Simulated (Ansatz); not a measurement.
We consider rock-salt LiI, described by PBE0-D3(BJ) (Ansatz, an electronic-structure program, PAW).

Run with plane-wave cutoff 460 eV, 8×8×8 k mesh, Fermi–Dirac smearing 0.01 eV, scalar-relativistic PAW data made under PBE.

Properties against volume:

```json
[
 {"V (Å³/atom)": "23.380", "P (GPa)": "1.51", "direct gap at Γ (eV)": "6.702", "smallest gap on the k mesh (eV)": "6.031"},
 {"V (Å³/atom)": "23.995", "P (GPa)": "0.70", "direct gap at Γ (eV)": "6.558", "smallest gap on the k mesh (eV)": "6.031"},
 {"V (Å³/atom)": "24.386", "P (GPa)": "0.25", "direct gap at Γ (eV)": "6.473", "smallest gap on the k mesh (eV)": "6.030"},
 {"V (Å³/atom)": "25.226", "P (GPa)": "-0.61", "direct gap at Γ (eV)": "6.300", "smallest gap on the k mesh (eV)": "6.027"},
 {"V (Å³/atom)": "25.831", "P (GPa)": "-1.14", "direct gap at Γ (eV)": "6.186", "smallest gap on the k mesh (eV)": "6.024"}
]
```

The fundamental gap (6.02 eV at the equilibrium volume, with added k points) lies elsewhere than Γ–Γ.

Spin–orbit coupling is not included; with these elements it can move the gap by several tenths of an eV or more.
